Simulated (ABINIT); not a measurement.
# GaN (P6_3mc): G0W0 in ABINIT against the screening cutoff in the self-energy

Aim: move the screening cutoff in the self-energy of a G0W0 run on GaN (P6_3mc) over a wide range.

Main program and level: ABINIT 10.8.3; PBE and many-body steps on it, plane waves.

This is a report of a sequence of runs, with most program output left out.

The database entry behind the starting cell differs from later determinations by our own check (about 0.3 % short, ideal inner coordinate), so it need not match the best structure at ambient conditions.

## Step 1: Starting point

The structure is hexagonal, space group P6_3mc (No. 186). The conventional cell has a = 3.180 Å, b = 3.180 Å, c = 5.166 Å, α = 90.00°, β = 90.00°, γ = 120.00°. Ga has 4 N at 1.94 to 1.95 Å nearest. N has 4 Ga at 1.94 to 1.95 Å nearest. Farther neighbours and most contacts between anions are not listed.

The cell and positions come from the Crystallography Open Database and are kept as given unless a step says otherwise.

## Step 2: Screening, 3×3×2 mesh, 153 bands, screening to 217.7 eV

This step: ABINIT 10.8.3; RPA screening on PBE, plane waves, norm-conserving pseudopotentials.

The RPA dielectric matrix is built and inverted for each q.

run.abi reads:

```
acell 3*1.0 Angstrom
rprim 
  3.179999999980 0.000000000005 0.000000000000
  -1.589999999994 2.753960784015 0.000000000000
  0.000000000000 0.000000000000 5.166000000000
ntypat 2
znucl 31 7
natom 4
typat 1 1 2 2
xred 
  0.333333333333 0.666666666667 0.000000000000
  0.666666666667 0.333333333333 0.500000000000
  0.333333333333 0.666666666667 0.375000000000
  0.666666666667 0.333333333333 0.875000000000
pp_dirpath "pseudos"
pseudos "Ga.upf, N.upf"
ecut 36
ngkpt 3 3 2
nshiftk 1
shiftk 0 0 0
kptopt 1
chksymbreak 0
istwfk *1
occopt 1
irdwfk 1
optdriver 3
nband 153
ecuteps 8
inclvkb 2
awtr 1
symchi 1
indata_prefix "in"
outdata_prefix "out"
tmpdata_prefix "tmp"
```

On the command line:

```bash
$ OMP_NUM_THREADS=1 mpirun -n 8 abinit run.abi > log
```

Run time: 24 s. Hardware: 8 MPI ranks of Intel Xeon Platinum 8488C (Sapphire Rapids), shared host; peak memory 1.4 GiB; 3.1 min of CPU time.

Numbers from this step:

```yaml
eps_infinity_with_local_fields_on_this_mesh_along_the_program_s_q_direction: 9.261
the_same_without_local_fields: 10.01
plasma_frequency: 33.12 eV
plane_waves_in_the_screening_matrix: 313
```

Local fields lower ε∞ by 8 %. On a Γ-centred mesh this coarse the value itself is usually too large, while a short band sum pulls it down.

## Step 3: 0.8 Ha

This step: G0W0 on PBE, plane waves, norm-conserving pseudopotentials.

Changes to run.abi since step 2:

```diff
@@ -25,8 +25,15 @@
 irdwfk 1
-optdriver 3
+optdriver 4
 nband 153
-ecuteps 8
-inclvkb 2
-awtr 1
-symchi 1
+gwcalctyp 0
+ecutsigx 36
+symsigma 1
+nkptgw 1
+kptgw 
+  0.0000000000 0.0000000000 0.0000000000
+bdgw 
+  17 20
+ecuteps 0.8
+irdscr 1
+ppmodel 1
 indata_prefix "in"
```

The job ended after 4 s (8 MPI ranks; peak memory 0.43 GiB).

Numbers from this step:

| Property | Result |
| --- | --- |
| G0W0 gap on the points computed | 2.580 eV |
| starting gap on the mesh | 2.006 eV |
| k of the valence top | 0, 0, 0 |
| k of the conduction bottom | 0, 0, 0 |
| Z at the valence top | 0.855 |
| Z at the conduction bottom | 0.86 |
| least direct G0W0 gap on the computed points | 2.580 eV |

## Step 4: 1.6 Ha

Changes to run.abi since step 3:

```diff
@@ -35,3 +35,3 @@
   17 20
-ecuteps 0.8
+ecuteps 1.6
 irdscr 1
```

Run time: 3.4 s. Hardware: 8 MPI ranks; peak memory 0.78 GiB.

Numbers from this step:

| Quantity | Value |
| --- | --- |
| G0W0 gap on the points computed | 1.935 eV |
| starting gap on the mesh | 2.006 eV |
| k of the valence top | 0, 0, 0 |
| k of the conduction bottom | 0, 0, 0 |
| Z at the valence top | 0.817 |
| Z at the conduction bottom | 0.836 |
| least direct G0W0 gap on the computed points | 1.935 eV |

## Step 5: 2.8 Ha

The self-energy is evaluated for the states that the input lists, and the levels follow from it, in one-shot runs by the linearised quasiparticle equation.

Changes to run.abi since step 4:

```diff
@@ -35,3 +35,3 @@
   17 20
-ecuteps 1.6
+ecuteps 2.8
 irdscr 1
```

It took 3.2 s on 8 MPI ranks; peak memory 0.8 GiB; 22 s of CPU time.

This step gave:

- G0W0 gap on the points computed: 2.027 eV
- starting gap on the mesh: 2.006 eV
- k of the valence top: 0, 0, 0
- k of the conduction bottom: 0, 0, 0
- least direct G0W0 gap on the computed points: 2.027 eV

The gap on the mesh goes from 2.01 eV to 2.03 eV, a correction of +0.02 eV.

## Step 6: 4 Ha

Changes to run.abi since step 5:

```diff
@@ -35,3 +35,3 @@
   17 20
-ecuteps 2.8
+ecuteps 4
 irdscr 1
```

Run time: 4.4 s. Hardware: 8 MPI ranks; peak memory 0.52 GiB; 32 s of CPU time.

This step gave:

| Quantity | Value |
| --- | --- |
| G0W0 gap on the points computed | 2.163 eV |
| starting gap on the mesh | 2.006 eV |
| k of the valence top | 0, 0, 0 |
| k of the conduction bottom | 0, 0, 0 |
| least direct G0W0 gap on the computed points | 2.163 eV |

Against the run before, the gap moves by +0.136 eV.

## Step 7: 6 Ha

Changes to run.abi since step 6:

```diff
@@ -35,3 +35,3 @@
   17 20
-ecuteps 4
+ecuteps 6
 irdscr 1
```

Run time: 5.9 s. Hardware: 8 MPI ranks; peak memory 0.4 GiB; 43 s of CPU time.

Numbers from this step:

```
G0W0 gap on the points computed              : 2.232 eV
starting gap on the mesh                     : 2.006 eV
k of the valence top                         : 0, 0, 0
k of the conduction bottom                   : 0, 0, 0
least direct G0W0 gap on the computed points : 2.232 eV
```

Against the run before, the gap moves by +0.069 eV.

## Step 8: 8 Ha

Changes to run.abi since step 7:

```diff
@@ -35,3 +35,3 @@
   17 20
-ecuteps 6
+ecuteps 8
 irdscr 1
```

It took 7.6 s on 8 MPI ranks; peak memory 1.2 GiB.

Numbers from this step:

* G0W0 gap on the points computed: 2.235 eV
* starting gap on the mesh: 2.006 eV
* k of the valence top: 0, 0, 0
* k of the conduction bottom: 0, 0, 0
* least direct G0W0 gap on the computed points: 2.235 eV

Against the run before, the gap moves by +0.003 eV.

## Step 9: The runs together

Times are wall times on 8 MPI ranks of Intel Xeon Platinum 8488C (Sapphire Rapids), shared host, good to a factor of about two. A run's time includes the screening step that it read.

```tsv
run	mesh	bands	screening cutoff (eV)	DFT gap (eV)	gap on the mesh (eV)	direct (eV)	ε∞ used	time
0.8 Ha	3×3×2	153	21.8	2.006	2.580	2.580	9.26	28 s
1.6 Ha	3×3×2	153	43.5	2.006	1.935	1.935	9.26	27 s
2.8 Ha	3×3×2	153	76.2	2.006	2.027	2.027	9.26	27 s
4 Ha	3×3×2	153	108.8	2.006	2.163	2.163	9.26	28 s
6 Ha	3×3×2	153	163.3	2.006	2.232	2.232	9.26	30 s
8 Ha	3×3×2	153	217.7	2.006	2.235	2.235	9.26	32 s
```

## Step 10: Summary of results

```
0.8 Ha       : 2.580 eV
1.6 Ha       : 1.935 eV
2.8 Ha       : 2.027 eV
4 Ha         : 2.163 eV
6 Ha         : 2.232 eV
8 Ha         : 2.235 eV
known limits : not at the basis limit; exchange with frozen shells missing; no spin-orbit coupling; coarse k mesh
```

In words: The setting moved: screening cutoff in the self-energy. From 0.8 Ha to 8 Ha the gap moves by −0.35 eV, not steadily: it passes through 1.94 eV. It holds to 0.03 eV from 6 Ha on. Bands and screening cutoff are coupled, so a series along one setting does not show full convergence. Bands and cutoff are finite, so the gap is not at the basis limit. The miss can reach some tenths of an eV and take either sign; the mesh is an error of its own. In the G0W0 runs levels were corrected at 1 k point alone, so a gap called «on the mesh» is the least over those, and an edge elsewhere would be missed. The 3×3×2 mesh is coarse for this cell, which bears on the long-range parts of exchange and screening. The norm-conserving file of at least one element keeps a d shell over frozen s and p shells of the same row. Exchange with those shells is missing from the self-energy, an error of 0.3 to 0.9 eV in cases checked, whose sign depends on which edge lies on those atoms. The many-body steps are scalar-relativistic: spin-orbit coupling is not in them.

[Paths, hosts, dates, memory and timing lines, banners, echoed tables and standing remarks are left out of the program output.]

[Logs are printed without paths, hosts, clocks, repeated set-up lines and the standing remarks that a program may print on its own settings, such as how far it seeks lower states.]

[Runs of the session that timed out or met a known fault of the program may be left out.]

[Hosts, paths, dates, database ids (printed as entryN), source tags and the programs' standing remarks are cut or masked in the printed files.]

[G0W0 gaps are taken among the corrected bands and points alone; a level outside them can change the order at an edge.]

[Where Ansatz stands beside ABINIT at settings called matched, ABINIT's density can come from a denser mesh and the files from another edition; pairs whose starting gaps differed by over 0.03 eV were left out, so agreement reads better than it is.]
